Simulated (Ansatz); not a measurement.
## P, before and after

The guess for P was made by a generator: 4-connected net of one element (P4_122, No. 91). Its size is a rough estimate.

POSCAR.start

```
P
1.0
     4.19820    0.00000    0.00000
     0.00000    4.19820    0.00000
     0.00000    0.00000    3.24117
P
4
Cartesian
  1.4210 0.0000 2.4309
  2.7772 0.0000 0.8103
  0.0000 1.4210 0.0000
  0.0000 2.7772 1.6206
```

Method: DFT PBE, scalar-relativistic, plane waves, PAW in Ansatz 0.2.0. Cutoff 420 eV, Gaussian smearing, Γ-centred meshes. Cell and atoms relax first on a coarse mesh and then on a finer one. In between, the cell is made exact in the group found at 0.06 Å. In metals the finer mesh still leaves noise of several meV/atom or more. The steps can't lower the symmetry of their start. No spin polarisation.

POSCAR.end

```
P
1.0
     5.46670    0.00000    0.00000
     0.00000    5.46670    0.00000
     0.00000    0.00000    3.20935
P
4
Direct
  0.37020 0.00000 0.75000
  0.62980 0.00000 0.25000
  0.00000 0.37020 0.00000
  0.00000 0.62980 0.50000
```

The symmetry stays P4_122 (No. 91). The volume per atom grows by 67.9 %, from 14.3 to 24.0 Å³. The shortest distance goes from 2.11 Å (P–P) to 2.14 Å (P–P). The ratio c/a of the conventional cell changes by a factor of 0.76. The energy falls by about 0.49 eV/atom (the start's value is from the coarse mesh).

```
Volume per atom                           : 24.0 Å³
Density                                   : 2.1 g/cm³
Energy over the standard state            : +0.35 eV/atom
Gap on the 8×8×14 mesh of the 4-atom cell : 0 eV (a metal)
```

Energies count from the standard state of P at the same level. The references include black phosphorus. It lies above the standard state, so it could only be metastable.

The last run used Gaussian smearing of 0.10 eV. No dispersion correction is applied, so the spacing and binding between layers, chains or molecules are poorly described. The reference form of P is held partly by dispersion forces, which this level lacks. Symmetry constrained the relaxation, so the result can be a saddle point. In all, the 3 runs took 74 s on 1 thread of Intel(R) Xeon(R) 6975P-C (Granite Rapids) (shared host). Another cell of P relaxed alike, in Cmmm, lies 258 meV/atom lower, so this cell isn't the stable form at this level.
